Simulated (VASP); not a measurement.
Wanted: the native input for a VASP 6.6.1 run.

```yaml
Task: band structure
Functional: LDA
Potentials_or_basis: VASP PAW LDA potentials, release 64 (Hf_pv, S)
Cutoff: 520 eV
k_mesh: 9 × 9 × 5
Occupations: gaussian, width 0.03 eV
Spin: no spin polarisation
Further_INCAR_settings: ALGO = Fast; EDIFF = 1e-06; NBANDS = 18
```

The structure of HfS2 lies in POSCAR:

```
HfS2                                    
1.0
    3.5993616611      0.0000000000      0.0000000000
   -1.7996808305      3.1171386359      0.0000000000
    0.0000000000      0.0000000000      5.7653282256
  Hf              S             
     1     2
Direct
     1.0000000000000000    0.0000000000000000    0.0000000000000000
     0.6666666699999979    0.3333333300000021    0.7478869556444414
     0.3333333300000021    0.6666666699999979    0.2521130443555586
```

The cell is a database's computed one.

One way to write it, as run:

INCAR

```
PREC     = Accurate       # precision mode
ENCUT    = 520            # plane-wave cutoff, eV
EDIFF    = 1E-6           # SCF threshold, eV
ISMEAR   = 0              # smearing method
SIGMA    = 0.03           # smearing width, eV
LREAL    = False          # projectors in reciprocal space
LASPH    = True           # aspherical terms in the spheres
NELM     = 80             # most SCF steps
ALGO     = Fast           # electronic algorithm
ISIF     = 2              # what is computed and relaxed
LWAVE    = False          # write WAVECAR
LCHARG   = False          # write CHGCAR
LMAXMIX  = 4              # l up to which the mixer works
GGA      = CA             # functional
NBANDS   = 18             # bands
KPAR     = 2
```

KPOINTS

```
Automatic mesh
0
Gamma
  9 9 5
```

KPOINTS_OPT

```
explicit points
213
Reciprocal
 0.0000000000  0.0000000000  0.0000000000 1
 0.0357142857  0.0000000000  0.0000000000 1
 0.0714285714  0.0000000000  0.0000000000 1
 0.1071428571  0.0000000000  0.0000000000 1
 0.1428571429  0.0000000000  0.0000000000 1
 0.1785714286  0.0000000000  0.0000000000 1
[... 205 lines left out ...]
 0.5000000000  0.0000000000  0.0337320400 1
 0.5000000000  0.0000000000 -0.0337320400 1
```

Potentials or basis: VASP PAW LDA potentials, release 64 (Hf_pv, S).

Run with:

```bash
$ cat potpaw_LDA.64/Hf_pv/POTCAR potpaw_LDA.64/S/POTCAR > POTCAR
$ mpirun -np 2 vasp_std > vasp.out
```

Results of the run:

```
Pressure                : -3.4 GPa
Largest force           : 0.347 eV/Å
Band gap on the k mesh  : 0.75 eV, indirect (least direct gap 1.69 eV)
Band gap along the path : 0.71 eV, indirect (least direct gap 1.66 eV)
```

Caveat: spin-orbit coupling is left out, which moves the levels of the heavy elements.

It took 2.1 min on 2 MPI ranks on AMD EPYC 7R13 Processor (Zen 3), with other jobs on the host, peak memory 0.2 GiB a rank.
